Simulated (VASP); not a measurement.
Here is a VASP 6.6.1 calculation.

INCAR

```
SYSTEM = BeC2
PREC = Accurate
ENCUT = 600
EDIFF = 1E-7
ISMEAR = 0
SIGMA = 0.01
LREAL = .False.
LASPH = .True.
NELM = 100
ALGO = Fast
ISIF = 3
LWAVE = .False.
LCHARG = .False.
GGA = PE
IBRION = 2
NSW = 80
EDIFFG = -0.001
PSTRESS = 140.0
```

The input KPOINTS:

```
regular mesh
0
Gamma
  8 8 8
  0 0 0
```

The input POSCAR:

```
BeC2
1.0
   -1.9491573488      1.9491573488      2.3109539040
    1.9491573488     -1.9491573488      2.3109539040
    1.9491573488      1.9491573488     -2.3109539040
Be C
1 2
Direct
    0.0000000000      0.0000000000      0.0000000000
    0.6347033764      0.6347033764      0.0000000000
    0.3652966236      0.3652966236      0.0000000000
```

Potentials or basis: VASP PAW PBE potentials, release 64 (Be, C).

Command:

```bash
$ cat potpaw_PBE.64/Be/POTCAR potpaw_PBE.64/C/POTCAR > POTCAR
$ mpirun -np 1 vasp_std > vasp.out
```

(1) Estimate the band gap on the k mesh.

(2) Estimate the relaxed cell.

(3) Predict the space group after relaxing (to 0.05 Å).

(4) What does it give for the relaxed volume?

## Answers

(1) 0.77 eV, indirect (least direct gap 2.51 eV).

(2) a = 3.303 Å, b = 3.303 Å, c = 3.303 Å, α = 119.70°, β = 119.70°, γ = 90.52°.

(3) I4/mmm (No. 139).

(4) 8.53 Å³/atom.

Caveat: the cell is relaxed towards a set pressure, so the enthalpy falls and the energy may rise; the standard files for N, O and F lose accuracy on very short bonds; the volume moved by over 15 % at a fixed basis, so the end points are rough.
